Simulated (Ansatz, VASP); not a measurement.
## Cu in VASP and in Ansatz

File INCAR:

```
PREC = Accurate
ENCUT = 600
EDIFF = 1E-6
ISMEAR = 0
SIGMA = 0.1
LREAL = False
LASPH = True
NELM = 100
ALGO = Normal
ISIF = 3
LWAVE = False
LCHARG = False
GGA = PE
IBRION = 2
NSW = 100
EDIFFG = -0.005
```

File KPOINTS:

```
regular mesh
0
Gamma
  18 18 10
```

Contents of POSCAR:

```
Cu
1.0
    2.5340966698      0.0000000000      0.0000000000
   -1.2670483349      2.1945920917      0.0000000000
    0.0000000000      0.0000000000      4.1125710000
Cu
2
Direct
    0.3333333300      0.6666666700      0.2500000000
    0.6666666700      0.3333333300      0.7500000000
```

Input for Ansatz:

```yaml
crystal:
  lattice:
    - [2.5340966698, 0.0, 0.0]
    - [-1.2670483349, 2.1945920917, 0.0]
    - [0.0, 0.0, 4.112571]
  atoms:
    - { symbol: Cu, position: [0.33333333, 0.66666667, 0.25] }
    - { symbol: Cu, position: [0.66666667, 0.33333333, 0.75] }
basis:
  ecutwfc: 420
kpoints:
  mp_grid: { grid: [18, 18, 10] }
hamiltonian:
  xc: pbe
scf:
  occupations: { method: gaussian, width: 0.1 }
output:
  forces: true
  stress: true
  eigenvalues: true
  write_density: true
  write_potential: true
  elf: true
  volumetric_format: npy
relax:
  adjacent_minimum: "off"
  f_tol: 0.005
  max_steps: 80
  cell: { stress_tol: 0.05 }
```

This isn't the form of Cu at room conditions, which is fcc.

Alike in both runs: task relaxation of cell and atoms; functional PBE; k mesh 18 × 18 × 10; occupations gaussian, width 0.1 eV; no spin polarisation.

```csv
,VASP,Ansatz
version,VASP 6.6.1,Ansatz 0.2.0
potentials or method,"VASP PAW PBE potentials, release 64 (Cu)","scalar-relativistic, plane waves, PAW"
plane-wave cutoff (eV),600,420
valence electrons in the cell,22,38
```

Ansatz gave:

```
gap on the k mesh at the Fermi level, each at its own relaxed structure (eV) : none
relaxed volume (Å³/atom)                                                     : 11.97
relaxed cell length with the largest relative difference (Å)                 : 2.568
energy change over the relaxation (meV/atom)                                 : -12
```

Task: Which values does VASP return?

Result: gap on the k mesh at the Fermi level, each at its own relaxed structure (eV): none; relaxed volume (Å³/atom): 12.03; relaxed cell length with the largest relative difference (Å): 2.573; energy change over the relaxation (meV/atom): -14.

A gap of «none» marks a metal or a gap that the smearing closes. The two sets of potentials don't hold the same shells in valence.
